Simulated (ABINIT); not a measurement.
CuI (Marshite):

```xyz
2
Lattice="0.0000 3.0315 3.0315 3.0315 0.0000 3.0315 3.0315 3.0315 0.0000" Properties=species:S:1:pos:R:3 pbc="T T T"
I     0.0000    0.0000    0.0000
Cu    4.5473    4.5473    4.5473
```

Base run:

```yaml
Program: ABINIT 10.8.3 (patched build)
Functional: PBE
Potentials_or_basis: JTH PAW PBE v2.0
Cutoff: 707 eV
k_mesh: 5 × 5 × 5
Occupations: fermi-dirac, width 0.05 eV
Spin: no spin polarisation
```

Its results: band gap on the k mesh 1.11 eV, direct; pressure 0.8 GPa.

Problem. After a change of settings the same cell gave: band gap on the k mesh 1.11 eV, direct; pressure 1.8 GPa. Which change was it?
A. functional from PBE to AM05; k mesh from 5 × 5 × 5 to 8 × 8 × 8
B. functional from PBE to RPBE; k mesh from 5 × 5 × 5 to 8 × 8 × 8
C. k mesh from 5 × 5 × 5 to 8 × 8 × 8
D. k mesh from 5 × 5 × 5 to 3 × 3 × 3

Solution. D.

Caveats: some runs use coarse meshes; spin-orbit coupling is left out, which moves the levels of the heavy elements; an odd mesh through Γ misses points on the zone boundary, where band edges often lie.

Not every run made on this cell is shown here.
